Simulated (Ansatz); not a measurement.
(001) slab cut from the bulk of PbI$_{2}$, 15 Å of vacuum:

```
CELL_PARAMETERS angstrom
4.55261 0.00000 0.00000
-2.27631 3.94268 0.00000
0.00000 0.00000 25.76353
ATOMIC_POSITIONS crystal
I 0.66667 0.33333 0.29111
Pb 0.00000 0.00000 0.36455
I 0.33333 0.66667 0.43799
I 0.66667 0.33333 0.56201
Pb 0.00000 0.00000 0.63545
I 0.33333 0.66667 0.70889
```

Theory: DFT PBE+D3(BJ), scalar-relativistic, plane waves, PAW (Ansatz 0.2.0). Cutoff 420 eV; k points 6×6×1 on the computed 6-atom cell (Γ-centred); Gaussian smearing, width 0.05 eV; no spin polarisation. A dipole correction removes the field between periodic images along c.

This base run converges in 9 iterations with a largest force of 0.035 eV/Å.

Settings are then changed, some of them on purpose to poor values; changes count from the base run, and γ keeps the base's bulk energy.

Problem. What does each change do? no preconditioner, β = 0.7; occupations fermi-dirac 0.025 eV; k mesh 1×6×1; vacuum of 22 Å; functional LDA; functional r2SCAN (500 eV); the slab 1 repeat of the bulk cell thinner.

Solution. 
```json
{"change": "no preconditioner, β = 0.7", "outcome": "converged", "SCF iterations": "9", "ΔE at zero smearing (meV/atom)": "0.0", "Δγ (J/m²)": "0.000", "Δφ top (eV)": "", "largest force (eV/Å)": "0.035"}
{"change": "occupations fermi-dirac 0.025 eV", "outcome": "converged", "SCF iterations": "9", "ΔE at zero smearing (meV/atom)": "0.0", "Δγ (J/m²)": "0.000", "Δφ top (eV)": "", "largest force (eV/Å)": "0.035"}
{"change": "k mesh 1×6×1", "outcome": "converged (symmetry narrowed by mesh)", "SCF iterations": "9", "ΔE at zero smearing (meV/atom)": "+708.8", "Δγ (J/m²)": "+1.898", "Δφ top (eV)": "", "largest force (eV/Å)": "0.110"}
{"change": "vacuum of 22 Å", "outcome": "converged", "SCF iterations": "9", "ΔE at zero smearing (meV/atom)": "+0.3", "Δγ (J/m²)": "+0.001", "Δφ top (eV)": "", "largest force (eV/Å)": "0.034"}
{"change": "functional LDA", "outcome": "converged", "SCF iterations": "9", "ΔE at zero smearing (meV/atom)": "", "Δγ (J/m²)": "", "Δφ top (eV)": "", "largest force (eV/Å)": "0.299"}
{"change": "functional r2SCAN (500 eV)", "outcome": "converged", "SCF iterations": "9", "ΔE at zero smearing (meV/atom)": "", "Δγ (J/m²)": "", "Δφ top (eV)": "", "largest force (eV/Å)": "0.066"}
{"change": "the slab 1 repeat of the bulk cell thinner", "outcome": "converged", "SCF iterations": "9", "ΔE at zero smearing (meV/atom)": "+36.3", "Δγ (J/m²)": "-0.003", "Δφ top (eV)": "", "largest force (eV/Å)": "0.044"}
```

Settings at which electrons spill into the vacuum are left out.

Spin-orbit coupling is left out, which matters for the bands of heavy elements.
